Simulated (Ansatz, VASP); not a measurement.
## One calculation of La, two programs

The input INCAR:

```
SYSTEM = La
PREC = Accurate
ENCUT = 520
EDIFF = 1E-7
ISMEAR = -1
SIGMA = 0.1
LREAL = .FALSE.
LASPH = .TRUE.
NELM = 80
ALGO = Normal
ISIF = 2
LWAVE = .FALSE.
LCHARG = .TRUE.
GGA = CA
LELF = .TRUE.
LVHAR = .TRUE.
NBANDS = 12
```

KPOINTS

```
regular mesh
0
G
  12 12 12
  0 0 0
```

The input POSCAR:

```
La
1.0
    0.0000000000      2.6163811548      2.6163811548
    2.6163811548      0.0000000000      2.6163811548
    2.6163811548      2.6163811548      0.0000000000
La
1
Direct
    0.0000000000      0.0000000000      0.0000000000
```

Input for Ansatz:

```yaml
crystal:
  lattice:
    - [0.0, 2.6163811548, 2.6163811548]
    - [2.6163811548, 0.0, 2.6163811548]
    - [2.6163811548, 2.6163811548, 0.0]
  atoms:
    - { symbol: La, position: [0.0, 0.0, 0.0] }
hamiltonian:
  xc: lda
  pseudopotentials:
    kind: paw
    azcp:
      La: "pseudopotentials/La.paw.azcp"
basis:
  ecutwfc: 420
  fft_grid_basis: typed
kpoints:
  mp_grid: { grid: [12, 12, 12], shift: [0, 0, 0] }
magnetization:
  spin_polarized: false
scf:
  occupations: { method: fermi_dirac, width: 0.1 }
  lower_state_search: "off"
output:
  stress: true
```

Alike in both runs: task single point; functional LDA; k mesh 12 × 12 × 12; occupations fermi-dirac, width 0.1 eV; no spin polarisation.

|  | VASP | Ansatz |
| --- | --- | --- |
| version | VASP 6.6.1 | Ansatz 0.2.0 |
| potentials or method | VASP PAW LDA potentials, release 64 (La) | plane waves (420 eV) with PAW, scalar-relativistic |
| plane-wave cutoff (eV) | 520 | 420 |
| valence electrons in the cell | 11 | 11 |

```csv
,VASP,Ansatz,Ansatz less VASP
pressure (GPa),-2.9,-2.8,+0.06
```

Ansatz warned: «pseudo_functional_mismatch».

Spin-orbit coupling is left out, which matters for the levels of La.
